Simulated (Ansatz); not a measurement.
Energy landscape near a TaN structure

Level of theory: DFT PBE, scalar-relativistic, plane waves, PAW in Ansatz.

Cutoff 420 eV; k points 18×18×14 on the computed 2-atom cell (Γ-centred); Gaussian smearing, width 0.10 eV; no spin polarisation.

Reference cell:

```xyz
2
Lattice="2.9380 0.0000 0.0000 -1.4690 2.5444 0.0000 0.0000 0.0000 2.8830" Properties=species:S:1:pos:R:3 pbc="T T T"
Ta    0.0000    1.6963    1.4415
N     0.0000    0.0000    0.0000
```

Each variant moves atoms of this cell by the vectors given, if any (Å), and then applies a symmetric strain (tensor components, Cartesian axes). The reference cell isn't relaxed at this level. Energies are per atom at zero smearing, counted from the lowest variant. Pressure is positive in compression.

1. strain (xx yy zz yz xz xy, %) -0.49 -0.49 -1.99 0.00 0.00 0.00
2. strain (xx yy zz yz xz xy, %) 2.50 2.50 -0.50 0.00 0.00 0.00
3. strain (xx yy zz yz xz xy, %) 0.16 0.16 -1.34 0.00 0.00 0.00; moves: Ta1 (0.000, 0.000, 0.150); N2 (0.000, 0.000, -0.150)

```json
{"result": "A", "ΔE (meV/atom)": "348.1", "P (GPa)": "27.63", "largest force (eV/Å)": "5.03"}
{"result": "B", "ΔE (meV/atom)": "5.4", "P (GPa)": "16.65", "largest force (eV/Å)": "0.00"}
{"result": "C", "ΔE (meV/atom)": "0.0", "P (GPa)": "-8.89", "largest force (eV/Å)": "0.00"}
```

Problem. Which variant gave which result?

Solution. A is 3, B is 1, C is 2.

Spin–orbit coupling is left out, which can shift energies with elements as heavy as these.

This form isn't the usual stable structure of the compound.